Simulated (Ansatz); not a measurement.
**W(100) / 1 layer V(100) / W(100): resistance against film thickness**

How does the resistance across the layers grow with the film in W(100) / 1 layer V(100) / W(100)?

Calculated with Ansatz 0.2.0; Ansatz plane-wave DFT, LDA, PAW files; ballistic transport by layer matching (Landauer), zero bias; PAW set soft_1, in the first sound run; inputs show where later runs differ.

**1. Set-up**

The cell holds 12 atoms: 11 W and 1 V. Cell: a = 3.165 Å, b = 3.165 Å, c = 18.790 Å, α = 90.0°, β = 90.0°, γ = 90.0°. It derives from W and V. Regions: lead, 11 atoms (11 W); films, 1 atom (1 V). The structure is stacked along c, and the current runs across the ab planes.

**2. With 1 layer**

The film is laid into the lead at the lead's in-plane lattice, and the cell closes on the lead's own image. The mesh across the current, 24×24, is finer than the density's, because channels open and close sharply across the zone. Energies from -1 to 1 eV in steps of 0.036 eV cover the slope of the Fermi function at 300 K, so the program can form a conductance.

The input, input.yaml:

```yaml
crystal:
  lattice:
    - [3.1648, 0.0, 0.0]
    - [0.0, 3.1648, 0.0]
    - [0.0, 0.0, 18.7895976282]
  atoms:
    - { symbol: W, position: [0.0, 0.0, 0.0421084057] }
    - { symbol: W, position: [0.5, 0.5, 0.1263252171] }
    - { symbol: W, position: [0.0, 0.0, 0.2105420285] }
    - { symbol: W, position: [0.5, 0.5, 0.2947588399] }
    - { symbol: W, position: [0.0, 0.0, 0.3789756514] }
    - { symbol: V, position: [0.5, 0.5, 0.4578915943] }
    - { symbol: W, position: [0.0, 0.0, 0.5368075372] }
    - { symbol: W, position: [0.5, 0.5, 0.6210243486] }
    - { symbol: W, position: [0.0, 0.0, 0.7052411601] }
    - { symbol: W, position: [0.5, 0.5, 0.7894579715] }
    - { symbol: W, position: [0.0, 0.0, 0.8736747829] }
    - { symbol: W, position: [0.5, 0.5, 0.9578915943] }
kpoints:
  mp_grid: { grid: [12, 12, 2] }
hamiltonian:
  xc: lda
  pseudopotentials: { kind: paw, azcp: { folder: soft_1 }, xc_functional: pbe }
scf:
  occupations: { method: fermi_dirac, width: 0.1 }
output:
  transmission: { leads: [[0, 1]], kmesh: [24, 24], e_range: [-1.0, 1.0], de: 0.036 }
  write_potential: true
  write_density: true
  volumetric_format: npy
  elf: true
```

Started as:

```
$ ansatz run input.yaml --threads 4 --pin off --max-ram 8192MiB --backend cpu --events-out ev --progress --plain --runs-dir out
```

Numbers of over 12 decimals in the logs are rounded to 6 here.

What it wrote:

```text
Engine: ansatz 0.2.0, x86_64-unknown-linux-gnu
Pseudopotentials: kind: paw
Pseudopotential: W, paw, valence charge 14, recommended cutoff 420 eV (normal), soft_1/W.paw.azcp
Pseudopotential: V, paw, valence charge 13, recommended cutoff 420 eV (normal), soft_1/V.paw.azcp
Functional definition: SPW92
  exchange = slater_x
  correlation = pw_c
Crystal: 12 atoms, lattice volume = 188.196 Å³
Basis set: ecut = 420 eV, 3703 PW (Γ)
Bands: 101, of which v1, the nominal top of the filled ones, is band 84 counted from 1 (83 counted from 0)
Symmetry: 16 space group operations
Space group: P4/mmm (ITA 123), of the structure as read, at distance tolerance 5.7e-5 Å
k-points: 56 of 288
Non-local potential: W, projectors of the file, l = 0: 3, l = 1: 2, l = 2: 2, l = 3: 1
Non-local potential: V, projectors of the file, l = 0: 3, l = 1: 2, l = 2: 3, l = 3: 1
PAW form: soft (Blöchl's): semilocal exchange-correlation on the pseudo side does not see the compensation charge
PAW frozen core: W, regenerated for the run's functional, and the local potential with it (the file was generated under x = pbe(κ = 0.804, μ = 0.219515), c = pbe(β = 0.066725))
PAW frozen core: V, regenerated for the run's functional, and the local potential with it (the file was generated under x = pbe(κ = 0.804, μ = 0.219515), c = pbe(β = 0.066725))
PAW one-centre angular grid: W, 590 points (default); XC on 64 Gauss nodes
PAW one-centre angular grid: V, 590 points (default); XC on 64 Gauss nodes
Initial density: superposition of atomic densities (chi_scale 0.1, normalization cell, long waves of neutral atoms (reshape's long-wave potential 4.23 eV rms, cloud 3.15 Å wide))
Initial wavefunctions: pseudopotential atomic-orbital guess
Functional: x = slater, c = lda
SCF iter   1: F=—  HF=-114316.995201 eV  |F-HF|=—  |Δ(HF+E_count)|=         —  Δρ=2.53e-1  dr2=7.69e2  ethr=3.10e-3  ⟨swp⟩=4.5  Hψ=20628  notcnv=0  defer=11
preconditioner: auto → Kerker (q_TF=auto, 2.674 Å⁻¹)  [metal: Δε(μ)=0.005 eV  Ē_g=5.224 eV  σ=0.100 eV  W_gap=0.01  n_scr=58 (ndim 8)  ℏωp=22.8 eV  f_vac=0.000  D(μ)=8.94/eV (n_scr^D=88)]
SCF iter   2: F=—  HF=-114302.147253 eV  |F-HF|=—  |Δ(HF+E_count)|=    1.48e1  Δρ=6.13e-2  dr2=4.93e1  ethr=3.10e-3  ⟨swp⟩=3.3  Hψ=12215  notcnv=0  defer=131
SCF iter   3: F=—  HF=-114299.486757 eV  |F-HF|=—  |Δ(HF+E_count)|=    2.66e0  Δρ=3.40e-2  dr2=2.44e1  ethr=3.10e-3  ⟨swp⟩=2.8  Hψ=10236  notcnv=0  defer=40
SCF iter   4: F=—  HF=-114298.297930 eV  |F-HF|=—  |Δ(HF+E_count)|=    1.19e0  Δρ=6.42e-3  dr2=1.94e0  ethr=3.10e-3  ⟨swp⟩=3.1  Hψ=11590  notcnv=0  defer=30
SCF iter   5: F=—  HF=-114298.230250 eV  |F-HF|=—  |Δ(HF+E_count)|=   6.77e-2  Δρ=1.69e-3  dr2=1.22e-1  ethr=1.16e-3  ⟨swp⟩=2.7  Hψ=7404  notcnv=0  defer=28
SCF iter   6: F=—  HF=-114298.226882 eV  |F-HF|=—  |Δ(HF+E_count)|=   3.37e-3  Δρ=6.62e-4  dr2=2.35e-3  ethr=7.30e-5  ⟨swp⟩=1.3  Hψ=6049  notcnv=0  defer=19
SCF iter   7: F=—  HF=-114298.226773 eV  |F-HF|=—  |Δ(HF+E_count)|=   1.09e-4  Δρ=1.45e-4  dr2=5.57e-4  ethr=1.40e-6  ⟨swp⟩=2.0  Hψ=7707  notcnv=0  defer=19
SCF iter   8: F=—  HF=-114298.226761 eV  |F-HF|=—  |Δ(HF+E_count)|=   1.21e-5  Δρ=5.64e-5  dr2=2.72e-5  ethr=3.33e-7  ⟨swp⟩=1.0  Hψ=5652  notcnv=0  defer=19
SCF iter   9: F=—  HF=-114298.226723 eV  |F-HF|=—  |Δ(HF+E_count)|=   3.77e-5  Δρ=1.38e-5  dr2=1.02e-6  ethr=1.63e-8  ⟨swp⟩=1.9  Hψ=5916  notcnv=0  defer=18
SCF iter  10: F=-114298.226723 eV  HF=-114298.226723 eV  |F-HF|=2.58e-8  |Δ(HF+E_count)|=   1.04e-7  Δρ=2.52e-6  dr2=2.88e-8  ethr=5.99e-11  ⟨swp⟩=6.5  Hψ=15371  notcnv=0
SCF 1 converged in 10 iterations: F = -114298.226723 eV  dr2 = 2.88e-8
  greatest PAW one-centre occupation: 1.000 electrons in one spin orbital (limit 2), on the V atom at site 5 (counted from 0), in its partial waves of l = 0
transmission: 222 of 2184 steps passed
transmission: 438 of 2184 steps passed
[...]
transmission: 2184 of 2184 steps passed
SCF converged after 10 iterations
Free energy (F): -114298.226723 eV
Harris-Foulkes:  -114298.226723 eV  (|F-HF|=2.58e-8)
Internal energy: -114298.056712 eV  (E = F + TS)
E sigma→0 (E₀):  -114298.141718 eV
Entropy (-TS):   -0.170011 eV (-14.168 meV/atom)
Fermi energy:    21.529719 eV
--- Per-component energies (eV) ---
  E_band       = -1127.264497
  E_kinetic    = 4937.927349
  E_local      = -7049.897798  (includes V_loc(G=0)·N_el)
  E_nonlocal   = -131.171654
  E_hartree    = 2931.987910
  E_xc         = -3039.312678
  E_vxc        = -2692.376137  (∫ρ·V_xc dr)
  E_paw        = -92643.683675  (= ΣΔE_a)
  E_vpaw       = -2055.724108  (= ΣTr[D̂ρ^β])
  E_aug_tail   = 0.002555  (compensation charges beyond the density's cutoff)
  E_ewald      = -19307.370614
  E_core_change = 3.461893  (= ΣΔE_core)
  E_smearing   = -0.170011  (= −TS)
  E_closure    = -0.000000  (closes the sum)
  Σ components = -114298.226723   (vs F -114298.226723, Δ=0.00e0)
--- Band table (eV; the first three rows and the last of 56) ---
  k-point 0: bands = [... 80 lower, 20.9550, 21.0893, 21.0958, 21.0958, 21.3811, 21.3811, 21.5836, 21.6247, ... 13 higher]
  k-point 1: bands = [... 80 lower, 21.0778, 21.1299, 21.1699, 21.1699, 21.7111, 21.7111, 21.7808, 21.7808, ... 13 higher]
  k-point 2: bands = [... 80 lower, 21.1087, 21.2896, 21.3487, 21.3691, 21.6041, 21.6484, 21.9819, 21.9963, ... 13 higher]
  k-point 55: bands = [... 80 lower, 22.0844, 22.0844, 22.1592, 22.1592, 23.2655, 23.4452, 23.5949, 23.6977, ... 13 higher]
--- Transmission ---
  basis      : 89 plane waves across, 24 finite elements along
  points     : 91, standing for a mesh of 24 x 24
  filling    : by the input's occupations and mesh, since the crystals that have channels conduct as metals do. If one of these is a semiconductor, that mesh has misplaced its level
  energies   : 56 from -1.000000 to 0.980000 eV about the Fermi level, 0.036000 eV apart; the leads are filled to 0.000000 eV, and channels, transmission and decay are at 0.008000 eV
  crystal 0  : W1, at the sites [0, 1], period 1.5824 Å, over 17.41 Å; its Hamiltonian steps by up to 1.7 meV
    offset         : up to 0.0000 Å between an atom of the period and one for which it stands
    filled         : 25.8 meV under the level at which it is neutral
    channels       : 1.295139e0 a spin
    conductance    : 9.9953e14 S/m² at 300 K; may be off by some 0.0 % by where its bands' edges are placed, 6.8 % from the k-mesh, 2.5 % from the distance to neutral
    slowest decay  : 0.0035 /Å at (0.2917, 0.2500)
  junction   : crystal 0 to crystal 0, -0.70 to 16.51 Å
    transmission   : 9.378516e-1 a spin
    conductance    : 7.2530e14 S/m² at 300 K (7.5552e14 on every other point, 7.2391e14 on every other energy)
    error estimate : 0.2 % from the energy spacing and 0.0 % from band edges of the leads and from resonances (wavevectors taken as independent; lower de), 6.0 % from the k-mesh, 0.4 % from the steps of its leads' Hamiltonians or their offsets (lay more layers), 0.6 % from the distance to neutral
    resistance     : 3.7880e-4 Ω µm² beyond half of each lead's own
```

Run time: 2 min. Hardware: 4 threads of Intel Xeon Platinum 8488C (Sapphire Rapids), shared host; peak memory 1.2 GiB.

The column dr2 measures how far the density is from self-consistency, as an energy; F and HF (Harris–Foulkes) agree once it is small.

This run has no spin polarisation, although V can carry a moment.

Numbers from this step:

* free energy: -114298.2267 eV
* energy at zero smearing: -114298.1417 eV
* Fermi energy: 21.53 eV
* cell area: 10.02 Å²
* step of the lead's potential: 1.7 meV
* ballistic conductance of the lead: 1.00e15 S/m²
* estimated errors of the lead's conductance: 0, 6.8, 2.5 % (band edges, k-mesh, distance from neutral)
* lead conductance per cell: 1.292 G₀
* conductance of the junction: 7.25e14 S/m²
* junction conductance per cell: 0.9376 G₀
* estimated errors of the junction's conductance: 0.2, 0, 6, 0.4, 0.6 % (energy step, band edges, k-mesh, leads' steps, distance from neutral)
* area resistance that the stack adds (contact term taken off, spin by spin): 0.3788 fΩ m²

Per spin. Transmission, zone mean against energy, zero at the Fermi level:

```
energy (eV)  transmission, zone mean
     -1.000                     1.11
     -0.928                     1.11
     -0.856                     1.07
     -0.784                     1.07
     -0.712                     1.05
     -0.676                     1.02
     -0.604                    0.989
     -0.532                    0.958
     -0.460                    0.944
     -0.388                    0.894
     -0.316                    0.893
     -0.244                    0.885
     -0.172                    0.909
     -0.100                    0.927
     -0.028                    0.930
      0.008                    0.938
      0.080                    0.958
      0.152                     1.00
      0.224                     1.08
      0.296                     1.15
      0.368                     1.22
      0.440                     1.31
      0.512                     1.40
      0.584                     1.47
      0.656                     1.57
      0.692                     1.64
      0.764                     1.72
      0.836                     1.73
      0.908                     1.86
      0.980                     1.94
```

Per spin. Table of open channels, zone mean, lead by energy, zero at the Fermi level:

energy (eV), open channels, zone mean, lead and a bar from the least value:
```
   -1.000       1.39 #####
   -0.964       1.35 ####
   -0.892       1.30 ###
   -0.856       1.27 ##
   -0.784       1.33 ####
   -0.748       1.30 ###
   -0.676       1.25 ##
   -0.640       1.27 ##
   -0.568       1.25 #
   -0.532       1.20 
   -0.460       1.24 #
   -0.424       1.25 ##
   -0.352       1.20 
   -0.316       1.23 #
   -0.244       1.22 #
   -0.208       1.22 #
   -0.136       1.22 #
   -0.100       1.23 #
   -0.028       1.25 #
    0.008       1.30 ###
    0.080       1.37 #####
    0.116       1.45 #######
    0.188       1.52 #########
    0.224       1.60 ###########
    0.296       1.71 ##############
    0.332       1.78 ################
    0.404       1.84 ##################
    0.440       1.91 ####################
    0.512       1.94 ####################
    0.548       1.95 #####################
    0.620       2.07 ########################
    0.656       2.11 #########################
    0.728       2.15 ##########################
    0.764       2.16 ##########################
    0.836       2.17 ###########################
    0.872       2.25 #############################
    0.944       2.29 ##############################
    0.980       2.26 #############################
```

Transmission over k1 and k2. At 0.0080 eV from the Fermi level.

Values, 12 rows by 16 columns, each cell a mean:
```
1.74 0.75 0.00 0.00 0.00 0.00 0.93 2.52 2.79 2.24 0.28 0.00 0.00 0.00 0.14 1.08
0.00 0.00 0.00 0.00 0.00 0.00 0.43 1.75 2.00 1.52 0.00 0.00 0.00 0.00 0.00 0.00
0.00 0.00 0.00 0.02 0.00 0.31 1.00 1.52 1.95 1.30 0.79 0.15 0.01 0.01 0.00 0.00
0.00 0.00 0.00 0.00 0.62 0.98 1.28 1.61 1.72 1.54 1.12 0.97 0.31 0.00 0.00 0.00
2.42 0.96 0.59 0.91 1.14 1.36 1.66 2.11 2.26 2.02 1.49 1.30 1.05 0.86 0.49 1.42
3.03 2.70 1.96 2.13 1.66 1.71 2.09 3.13 3.48 2.92 1.77 1.70 1.81 2.11 2.11 2.88
3.40 2.11 1.58 1.56 1.43 1.59 1.93 2.79 3.05 2.63 1.65 1.56 1.40 1.68 1.51 2.65
0.66 0.14 0.00 0.31 0.97 1.11 1.45 1.66 1.76 1.61 1.32 1.06 0.79 0.15 0.00 0.28
0.00 0.00 0.00 0.00 0.15 0.79 1.11 1.51 1.68 1.41 0.99 0.62 0.00 0.00 0.00 0.00
0.00 0.00 0.00 0.02 0.00 0.00 0.74 1.73 2.18 1.51 0.31 0.00 0.01 0.01 0.00 0.00
0.74 0.14 0.00 0.00 0.00 0.00 0.33 1.70 2.26 1.34 0.00 0.00 0.00 0.00 0.00 0.28
1.99 1.55 0.00 0.00 0.00 0.00 1.92 3.34 2.94 3.35 0.80 0.00 0.00 0.00 0.44 1.77
```
Columns: k1 (b1) from -0.5 to 0.458; rows upwards: k2 (b2) from -0.5 to 0.458.

Open channels over k1 and k2. At 0.0080 eV from the Fermi level.

Ten even steps from '_' (0.00) to '@' (5.00):
```
====::____________**%%%%%%%%%%**____________::==
==::______________::::**%%**::::______________::
____________________::======::__________________
____________________====**====__________________
__________::______::::**@@**::::______::________
________________::::====%%====::::______________
______________::::==============::::____________
____________::::::==============::::::__________
==**::____::::========%%%%%%========::::____::**
%%%%::::==::========%%%%%%%%%%========::==::::%%
%%%%**====**======%%%%%%%%%%%%%%======**====**%%
%%%%%%==**@@%%====%%%%%%%%%%%%%%====%%@@**==%%%%
%%%%**====**======%%%%%%%%%%%%%%======**====**%%
%%%%::::==::========%%%%%%%%%%========::==::::%%
==**::____::::========%%%%%%========::::____::**
____________::::::==============::::::__________
______________::::==============::::____________
________________::::====%%====::::______________
__________::______::::**@@**::::______::________
____________________====**====__________________
____________________::======::__________________
==::______________::::**%%**::::______________::
====::____________**%%%%%%%%%%**____________::==
======____________==%%%%%%%%%%==____________====
```
Columns: k1 (b1) from -0.5 to 0.458; rows upwards: k2 (b2) from -0.5 to 0.458.

ELF in the ca plane at fractional y = 0.500, with atoms of W and V within 0.2 Å of it. It is the smooth field of the valence electrons, not physical close to the nuclei.

Values, 5 rows by 16 columns, each cell a mean:
```
0.44 0.35 0.31 0.45 0.29 0.37 0.42 0.23 0.45 0.33 0.32 0.45 0.27 0.39 0.41 0.26
0.35 0.41 0.46 0.35 0.49 0.40 0.32 0.48 0.33 0.43 0.44 0.35 0.52 0.38 0.37 0.55
0.30 0.40 0.42 0.26 0.43 0.40 0.29 0.67 0.25 0.41 0.41 0.27 0.45 0.39 0.36 0.47
0.39 0.37 0.39 0.40 0.40 0.37 0.35 0.32 0.38 0.38 0.38 0.40 0.42 0.37 0.37 0.44
0.44 0.40 0.36 0.44 0.35 0.41 0.45 0.32 0.45 0.38 0.38 0.44 0.33 0.43 0.44 0.32
```
Columns run along c (18.8 Å), rows up along a (3.2 Å). Atoms in or near the plane, at fractional coordinates: W at (0.13, 0.50), W at (0.29, 0.50), V at (0.46, 0.50), W at (0.62, 0.50), W at (0.79, 0.50), W at (0.96, 0.50).

Valence density in the ca plane at fractional y = 0.500, with atoms of W and V within 0.2 Å of it. It is the smooth field of the valence electrons, not physical close to the nuclei.

Ten steps, logarithmic in the rise over the least value, from '0' (0 e/Å³) to '9' (14 e/Å³), each cell a mean:
```
00001110000011100000000000111000011110000111
10012432101234210012220001343100123321011343
30025774101477520036761013676310257751014676
40037775101577730048982014777410267762015777
30036775101577620048972014777410267762014777
20024653101356410014541002565210145531012564
10011221000122110000000001121100112210001121
00000000000000000000000000000000000000000000
```
Columns run along c (18.8 Å), rows up along a (3.2 Å). Atoms in or near the plane, at fractional coordinates: W at (0.13, 0.50), W at (0.29, 0.50), V at (0.46, 0.50), W at (0.62, 0.50), W at (0.79, 0.50), W at (0.96, 0.50).

Electrostatic potential energy in the ca plane at fractional y = 0.500, with atoms of W and V within 0.2 Å of it. With pseudopotentials it is smooth inside the atoms' cores, unlike the true potential.

Ten even steps from '0' (-25 eV) to '9' (23 eV), each cell a mean:
```
99999999999999999999999999999999999999999999
89997458999854799997579998646899975579998546
69972004898400279962127996101599830038995101
49950002898200069941116994000389610017983000
59961002898300169951116995000499710017984000
89984126999621489984258997313799852259997313
99998779999987899999899999878999987789999878
99999999999999999999999999999999999999999999
```
Columns run along c (18.8 Å; values clipped at the 3rd and 97th percentile), rows up along a (3.2 Å). Atoms in or near the plane, at fractional coordinates: W at (0.13, 0.50), W at (0.29, 0.50), V at (0.46, 0.50), W at (0.62, 0.50), W at (0.79, 0.50), W at (0.96, 0.50).

The lead's potential steps by 1.7 meV from period to period, small in itself. The program estimates the junction's conductance to 6 % from the k-mesh, 0.6 % from the leads' distance from neutral and 0.4 % from their steps.

By hand: 1/G − 1/G_lead = 1/0.7253 − 1/0.9995 = 0.378 fΩ m² with G in 10¹⁵ S/m².

(Continued in part 2 of 3.)

[Logs are printed without paths, hosts, clocks, repeated set-up lines and the standing remarks that a program may print on its own settings, such as how far it seeks lower states.]

[Hosts, paths, dates, database ids (printed as entryN), source tags and the programs' standing remarks are cut or masked in the printed files.]
